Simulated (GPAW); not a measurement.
# GaSb (F-43m) in GPAW: further runs

Aim: see how the results for GaSb move with the level of theory and the settings. Levels: BLYP+D3(BJ), RPBE, PBE, LDA, PBEsol+D3(BJ). Tasks: equation of state, band structure.

Program: GPAW 26.7.0. These are calculated values, not measurements. Logs are shortened: lines on timing, memory, paths and dates and some standing lists are left out, and cuts for length are marked. The log counts tension as positive stress, the text compression.

**What was measured.**

A printed reference work, data compilation reports, for a bulk crystal of GaSb at 4.2 K: band gap 0.811 eV (direct).

How close the calculation comes is told below.

### 1 Starting point

Symmetry: F-43m, No. 216, cubic system. Conventional cell: a = 6.118 Å, b = 6.118 Å, c = 6.118 Å, α = 90.00°, β = 90.00°, γ = 90.00°. Sb (site symmetry -43m) has 4 Ga at 2.65 Å as nearest neighbours. Around Ga (site symmetry -43m) lie 4 Sb at 2.65 Å.

### 2 Equation of state, BLYP+D3(BJ)

Input file run.py:

```python
from ase.calculators.mixing import SumCalculator
from ase.eos import EquationOfState
from ase.io import Trajectory, read
from ase.units import GPa
from dftd3.ase import DFTD3
from gpaw import GPAW, PW, setup_paths

setup_paths.insert(0, '.')

atoms = read('GaSb.cif')

traj = Trajectory('eos.traj', 'w')
volumes, energies = [], []
for x in [0.94, 0.96, 0.98, 1.0, 1.02, 1.04, 1.06]:
    a = atoms.copy()
    a.set_cell(atoms.cell * x**(1 / 3), scale_atoms=True)
    calc = GPAW(mode=PW(600),
                xc='BLYP',
                kpts={'size': (6, 6, 6), 'gamma': True},
                occupations={'name': 'fermi-dirac', 'width': 0.05},
                nbands=18,
                convergence={'density': 1e-05, 'energy': 1e-05},
                eigensolver='davidson',
                maxiter=150,
                txt=f'eos-{x:.2f}.txt')
    a.calc = SumCalculator([calc, DFTD3(method='blyp', damping='d3bj')])
    energies.append(a.get_potential_energy())
    volumes.append(a.get_volume())
    p = -a.get_stress()[:3].mean() / GPa
    calc.write(f'eos-{x:.2f}.gpw')
    traj.write(a)
    print(f'{x:.2f} {volumes[-1]:10.4f} A^3 {energies[-1]:14.6f} eV {p:9.3f} GPa', flush=True)

v0, e0, B = EquationOfState(volumes, energies, eos='birchmurnaghan').fit()
print(f'V0 = {v0:.4f} A^3, E0 = {e0:.6f} eV, B0 = {B / GPa:.2f} GPa')
```

Input file GaSb.cif:

```cif
data_GaSb
_cell_length_a 4.32607929
_cell_length_b 4.32607929
_cell_length_c 4.32607929
_cell_angle_alpha 60.00000000
_cell_angle_beta 60.00000000
_cell_angle_gamma 60.00000000
_space_group_name_H-M_alt 'P1'
_space_group_name_Hall 'P 1'
_space_group_IT_number 1
loop_
_space_group_symop_operation_xyz
'x,y,z'
loop_
_atom_site_label
_atom_site_type_symbol
_atom_site_symmetry_multiplicity
_atom_site_Wyckoff_symbol
_atom_site_fract_x
_atom_site_fract_y
_atom_site_fract_z
_atom_site_occupancy
Sb1 Sb 1 a 0.7500000000 0.7500000000 0.7500000000 1
Ga1 Ga 1 a 0.0000000000 0.0000000000 0.0000000000 1
```

Potentials or basis: PAW data sets generated in the run's folder for this functional, pw.

Command:

```
$ gpaw-setup -f BLYP Ga Sb
$ OMP_NUM_THREADS=1 python run.py
```

The program printed:

```text
__  _  _
 | _ |_)|_||  |
 |__||  | ||/\| - 26.7.0

Input parameters:
  mode=PW(ecut=600.0),
  convergence={'density': 1e-05, 'energy': 1e-05},
  eigensolver=Davidson(niter=2),
  kpts=MonkhorstPack(size=(6, 6, 6), gamma=True),
  maxiter=150,
  nbands=18,
  occupations=Occupations(name='fermi-dirac', width=0.05),
  xc=XC(name='BLYP')

Diagonalizing LCAO Hamiltonian
Converting LCAO to pw mode

                          Sb

       Ga

Atoms  # Å, Bohr magnetons
|   | symbol |        x |        y |        z |    initial magnetic moments |
|---|--------|----------|----------|----------|-----------------------------|
| 0 |     Sb | 6.401417 | 3.695860 | 2.613368 | ( 0.0000,  0.0000,  0.0000) |
| 1 |     Ga | 0.000000 | 0.000000 | 0.000000 | ( 0.0000,  0.0000,  0.0000) |

Unit cell  # Å
| periodic |        x |        y |        z |  lengths |    angles |
|----------|----------|----------|----------|----------|-----------|
|      yes | 4.267612 | 0.000000 | 0.000000 | 4.267612 | 60.000000 |
|      yes | 2.133806 | 3.695860 | 0.000000 | 4.267612 | 60.000000 |
|      yes | 2.133806 | 1.231953 | 3.484490 | 4.267612 | 60.000000 |

Number of symmetries: 24
Symmetry operations  # r_c * U_cc + t_c -> r_c
|    | kind |            matrix            |
|----|------|------------------------------|
|  0 |  E   |  1, 0, 0,  0, 1, 0,  0, 0, 1 |
|  1 |  σ   |  1, 0, 0,  0, 0, 1,  0, 1, 0 |
|  2 |  σ   |  1, 0,-1,  0, 1,-1,  0, 0,-1 |
|  3 |  C3  |  1, 0,-1,  0, 0,-1,  0, 1,-1 |
|  4 |  C3  |  1,-1, 0,  0,-1, 1,  0,-1, 0 |
|  5 |  σ   |  1,-1, 0,  0,-1, 0,  0,-1, 1 |
|  6 |  σ   |  0, 1, 0,  1, 0, 0,  0, 0, 1 |
|  7 |  C3  |  0, 1, 0,  0, 0, 1,  1, 0, 0 |
|  8 |  C2  |  0, 1,-1,  1, 0,-1,  0, 0,-1 |
|  9 |  S4  |  0, 1,-1,  0, 0,-1,  1, 0,-1 |
| 10 |  C3  |  0, 0, 1,  1, 0, 0,  0, 1, 0 |
| 11 |  σ   |  0, 0, 1,  0, 1, 0,  1, 0, 0 |
| 12 |  S4  |  0, 0,-1,  1, 0,-1,  0, 1,-1 |
| 13 |  C3  |  0, 0,-1,  0, 1,-1,  1, 0,-1 |
| 14 |  S4  |  0,-1, 1,  1,-1, 0,  0,-1, 0 |
| 15 |  C2  |  0,-1, 1,  0,-1, 0,  1,-1, 0 |
| 16 |  C3  |  0,-1, 0,  1,-1, 0,  0,-1, 1 |
| 17 |  S4  |  0,-1, 0,  0,-1, 1,  1,-1, 0 |
| 18 |  S4  | -1, 1, 0, -1, 0, 1, -1, 0, 0 |
| 19 |  C3  | -1, 1, 0, -1, 0, 0, -1, 0, 1 |
| 20 |  C3  | -1, 0, 1, -1, 1, 0, -1, 0, 0 |
| 21 |  S4  | -1, 0, 1, -1, 0, 0, -1, 1, 0 |
| 22 |  σ   | -1, 0, 0, -1, 1, 0, -1, 0, 1 |
| 23 |  C2  | -1, 0, 0, -1, 0, 1, -1, 1, 0 |

BZ-sampling:
  Number of BZ points: 216
  Number of IBZ points: 16

  Monkhorst-Pack size: [6, 6, 6]
  Monkhorst-Pack shift: [0.08333333333333333, 0.08333333333333333, 0.08333333333333333]

K-points  # in reciprocal-cell coordinates
|     |                                coordinates |     weight |
|-----|--------------------------------------------|------------|
|   0 | (  0.00000000,   0.00000000,   0.00000000) | 0.00462963 |
|   1 | (  0.16666667,   0.16666667,   0.00000000) | 0.02777778 |
|   2 | (  0.16666667,   0.16666667,   0.16666667) | 0.03703704 |
|   3 | (  0.33333333,   0.16666667,   0.16666667) | 0.05555556 |
|   4 | (  0.33333333,   0.33333333,  -0.33333333) | 0.05555556 |
|   5 | (  0.33333333,   0.33333333,   0.00000000) | 0.02777778 |
|   6 | (  0.33333333,   0.33333333,   0.16666667) | 0.11111111 |
|   7 | (  0.33333333,   0.33333333,   0.33333333) | 0.03703704 |
|   8 | (  0.50000000,   0.33333333,  -0.33333333) | 0.11111111 |
|   9 | (  0.50000000,   0.33333333,  -0.16666667) | 0.05555556 |
| ... |                                            |            |
|  15 | (  0.50000000,   0.50000000,   0.50000000) | 0.01851852 |

Plane wave coefficients: 1853
Cutoff: 600.0 eV

Spin-components: 1 (collinear spins)
Bands:           18
Projectors:      11
Spin-degeneracy: 2
Datatype:        complex128

Parallelization:
  kpt:    1
  domain: 1
  band:   1

Density:
  Valence electrons: 18.0
  Components: 1
  Grid points: [25 25 25]
  Charge: 0.0  # |e|

Potential:
  Grid points: [25 25 25]

species:
  Sb:
    name:    Antimony
    Z:       51.0
    valence: 15
    core:    36
    charge:  0.0  # [|e|]
    compensation charges:
      type: gauss
      rc: 0.36  # [Å]
      lmax: 2
    cutoffs:
      filter: 2.23  # [Å]
      core: 2.23  # [Å]
    projectors
    | kind |    occ | energy [eV] | rcut [Å] |
    |------|--------|-------------|----------|
    |   5s |  2.000 |     -12.715 |    1.154 |
    |   5p |  3.000 |      -4.693 |    1.233 |
    |   4d | 10.000 |     -33.281 |    1.196 |
    |    s |        |      14.497 |    1.154 |
    |    p |        |      22.519 |    1.233 |
    |    d |        |      -6.070 |    1.196 |

    Using partial waves for Sb as LCAO basis

  Ga:
    name:    Gallium
    Z:       31.0
    valence: 3
    core:    28
    charge:  0.0  # [|e|]
    compensation charges:
      type: gauss
      rc: 0.37  # [Å]
      lmax: 2
    cutoffs:
      filter: 2.06  # [Å]
      core: 4.17  # [Å]
    projectors
    | kind |    occ | energy [eV] | rcut [Å] |
    |------|--------|-------------|----------|
    |   4s |  2.000 |      -8.903 |    1.164 |
    |   4p |  1.000 |      -2.515 |    1.164 |
    |    s |        |      18.309 |    1.164 |
    |    p |        |      24.697 |    1.164 |
    |    d |        |       0.000 |    1.164 |

    Using partial waves for Ga as LCAO basis

Reference energy: -229194.283975  # eV

eigensolver:
  Davidson
  Converge bands: occupied
  niter=2

density mixing:
  MSR1-Mixer
  Pratt-step length: 0.05
  Maximum mixing coefficient: 0.75
  Old densities: 10
  SVD Regularization: 0.005
  Good broyden scale: 1.0
  Trust region scale: 1.0
  Backstep threshold: 4.0
  History deletion threshold: 6.0
  Fourier metric: weight=20.0, sigma=0.015

occupation numbers:
  Fermi-Dirac:
    width: 0.0500  # eV

poisson solver:
  ecut: 4800.0  # eV

xc functional:
  name: BLYP with 2 nearest neighbor stencil

convergence criteria:
- Maximum integral of absolute [dens]ity change: 1e-05 electrons / valence electron
- Maximum [total energy] change in last 3 cyles: 1e-05 eV / valence electron
- Maximum integral of absolute [eigenst]ate change: 4e-08 eV^2 / valence electron
maximum number of iterations: 150

SCF iterations
|iter     | |      energy | eigst |  dens |
|---------|-|-------------|-------|-------|
|iter:   1| |   -6.210078 | +0.26 |       |
|iter:   2| |   -6.230265 | -0.62 | -1.27 |
|iter:   3| |   -6.190405 | -1.60 | -1.28 |
|iter:   4| |   -6.186043 | -2.70 | -1.96 |
|iter:   5| |   -6.186404 | -3.82 | -2.30 |
|iter:   6| |   -6.186526 | -4.49 | -2.73 |
|iter:   7| |   -6.186538c| -5.35 | -3.42 |
|iter:   8| |   -6.186539c| -6.13 | -4.29 |
|iter:   9| |   -6.186540c| -6.90 | -4.76 |
|iter:  10| |   -6.186540c| -7.84c| -5.52c|

Converged in 10 steps
Energy contributions relative to reference atoms: (reference = -229194.283975)

Energy contributions:
  Kinetic:          22.271369
  Coulomb:         -19.437861
  Zero:              0.281455
  External:          0.000000
  Xc:               -9.301192
  Entropy:          -0.000622
  Spinorbit:         0.000000
  ----------------------------
  Free energy:      -6.186851
  Extrapolated:     -6.186540

dipole moment: (-15.433713, -8.910658, -6.300787)  # |e|*Ang

Fermi level: 5.851
Eigenvalues  # (at kpt = [0.000, 0.000, 0.000])
| band index |      eig [eV] | occ [0-2] |
|------------|---------------|-----------|
|          0 |       -23.013 |     2.000 |
|          1 |       -23.013 |     2.000 |
|          2 |       -23.013 |     2.000 |
|          3 |       -22.989 |     2.000 |
|          4 |       -22.989 |     2.000 |
|          5 |        -6.035 |     2.000 |
[... 10 lines left out ...]
|         16 |        15.508 |     0.000 |
|         17 |        15.508 |     0.000 |

Gap: 0.189 eV
Transition (v -> c):
  (s=0, k=0, n=8, [0.00, 0.00, 0.00]) -> (s=0, k=0, n=9, [0.00, 0.00, 0.00])
No difference between direct/indirect transitions

Stress tensor  # eV/Ang^3
|         x |         y |         z |
|-----------|-----------|-----------|
| -0.049015 |  0.000000 |  0.000000 |
|  0.000000 | -0.049015 |  0.000000 |
|  0.000000 |  0.000000 | -0.049015 |

# Writing to eos-0.96.gpw (mode='')
```

Run time: 23 s. Hardware: 1 thread of AMD EPYC 9R45 (Zen 5), shared host; peak memory 0.24 GiB.

What came out:

| Property | Result |
| --- | --- |
| Equilibrium volume | 28.79 Å³/atom |
| Bulk modulus | 49 GPa |
| Pressure derivative of the bulk modulus | 4.1 (rough: it moves with the points fitted) |

Energy against volume, from the lowest point:
```
volume (Å³/atom)  energy (meV/atom)
          26.907              21.22
          27.480               9.80
          28.052               2.95
          28.625               0.00
          29.197               0.67
          29.770               4.66
          30.342              11.61
```

The run has no spin-orbit coupling, so splittings on Sb are missing. Zero-point motion and thermal expansion aren't in these numbers.

### 3 Equation of state, RPBE

Input file run.py:

```python
from ase import Atoms
from ase.eos import EquationOfState
from ase.io import Trajectory
from ase.units import GPa
from gpaw import GPAW, PW

atoms = Atoms(['Sb', 'Ga'],
              cell=[[0.0, 3.059, 3.059],
                    [3.059, 0.0, 3.059],
                    [3.059, 3.059, 0.0]],
              scaled_positions=[[0.75, 0.75, 0.75],
                                [0.0, 0.0, 0.0]],
              pbc=True)

traj = Trajectory('eos.traj', 'w')
volumes, energies = [], []
for x in [0.94, 0.96, 0.98, 1.0, 1.02, 1.04, 1.06]:
    a = atoms.copy()
    a.set_cell(atoms.cell * x**(1 / 3), scale_atoms=True)
    calc = GPAW(mode=PW(600),
                xc='RPBE',
                kpts={'size': (6, 6, 6), 'gamma': True},
                occupations={'name': 'fermi-dirac', 'width': 0.05},
                nbands=18,
                convergence={'density': 1e-05, 'energy': 1e-05},
                maxiter=150,
                txt=f'eos-{x:.2f}.txt')
    a.calc = calc
    energies.append(a.get_potential_energy(force_consistent=True))
    volumes.append(a.get_volume())
    p = -a.get_stress()[:3].mean() / GPa
    calc.write(f'eos-{x:.2f}.gpw')
    traj.write(a)
    print(f'{x:.2f} {volumes[-1]:10.4f} A^3 {energies[-1]:14.6f} eV {p:9.3f} GPa', flush=True)

v0, e0, B = EquationOfState(volumes, energies, eos='birchmurnaghan').fit()
print(f'V0 = {v0:.4f} A^3, E0 = {e0:.6f} eV, B0 = {B / GPa:.2f} GPa')
```

Potentials or basis: the program's PAW data sets (release 1.2.1) made for this functional, pw.

Command:

```
$ OMP_NUM_THREADS=1 python run.py
```

Run time: 24 s. Hardware: 1 thread of AMD EPYC 9R45 (Zen 5), shared host; peak memory 0.26 GiB.

It converged, with:

```yaml
Equilibrium_volume: "31.19 Å³/atom (rough: see the caveat)"
Bulk_modulus: 36 GPa (rough)
```

Energy against volume, from the lowest point:
```
volume (Å³/atom)  energy (meV/atom)
          26.907              90.36
          27.480              63.90
          28.052              42.76
          28.625              26.34
          29.197              14.03
          29.770               5.33
          30.342               0.00
```

Caveat: the minimum lies outside the volumes run. The run has no spin-orbit coupling, so splittings on Sb are missing.

(Continued in part 2 of 3.)
